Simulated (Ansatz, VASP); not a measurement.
Two plane-wave programs on AlN

Contents of POSCAR:

```
AlN
1.0
    0.0000000000      2.0503923113      2.0503923113
    2.0503923113      0.0000000000      2.0503923113
    2.0503923113      2.0503923113      0.0000000000
Al N
1 1
Direct
    0.0000000000      0.0000000000      0.0000000000
    0.5000000000      0.5000000000      0.5000000000
```

File INCAR.step1:

```
PREC = Accurate ; ENCUT = 520
ISMEAR = 0 ; SIGMA = 0.1
LREAL = False ; LASPH = True
NELM = 100 ; NBANDS = 11
GGA = PE ; ALGO = Normal
EDIFF = 1E-4 ; LWAVE = True
LCHARG = False
```

Contents of INCAR.step2:

```
PREC = Accurate ; ENCUT = 520
EDIFF = 1E-7 ; ISMEAR = 0
SIGMA = 0.1 ; LREAL = False
LASPH = True ; NELM = 100
ALGO = Normal ; ISIF = 2
LWAVE = False ; LCHARG = False
METAGGA = R2SCAN ; LMIXTAU = True
NBANDS = 11 ; ISTART = 1
```

KPOINTS

```
regular mesh
0
Gamma
  8 8 8
```

Input for Ansatz:

```yaml
crystal:
  lattice:
    - [0.0, 2.0503923113, 2.0503923113]
    - [2.0503923113, 0.0, 2.0503923113]
    - [2.0503923113, 2.0503923113, 0.0]
  atoms:
    - { symbol: Al, position: [0.0, 0.0, 0.0] }
    - { symbol: "N", position: [0.5, 0.5, 0.5] }
basis:
  ecutwfc: 500
kpoints:
  mp_grid: { grid: [8, 8, 8] }
hamiltonian:
  xc: r2scan
scf:
  occupations: { method: gaussian, width: 0.1 }
output:
  forces: true
  stress: true
  eigenvalues: true
```

Alike in both runs: task single point; functional r2SCAN; k mesh 8 × 8 × 8; occupations gaussian, width 0.1 eV; no spin polarisation.

```csv
,VASP,Ansatz
version,VASP 6.6.1,Ansatz 0.2.0
potentials or method,"VASP PAW PBE potentials, release 64 (Al, N)","scalar-relativistic, plane waves, PAW"
plane-wave cutoff (eV),520,500
valence electrons in the cell,8,8
```

VASP gave:

```
gap on the k mesh at the Fermi level (eV) : 5.06
least direct gap on the mesh (eV)         : 5.89
pressure (GPa)                            : -12.5
```

Q: Estimate Ansatz's values.

A: gap on the k mesh at the Fermi level (eV): 5.06; least direct gap on the mesh (eV): 5.85; pressure (GPa): -11.7.

With one functional, cell and mesh, what is left measures potentials, basis and numerics.

Caveats: the PAW data sets were made with another functional, which shifts forces and pressure a little (VASP). A k mesh can miss the band edges.
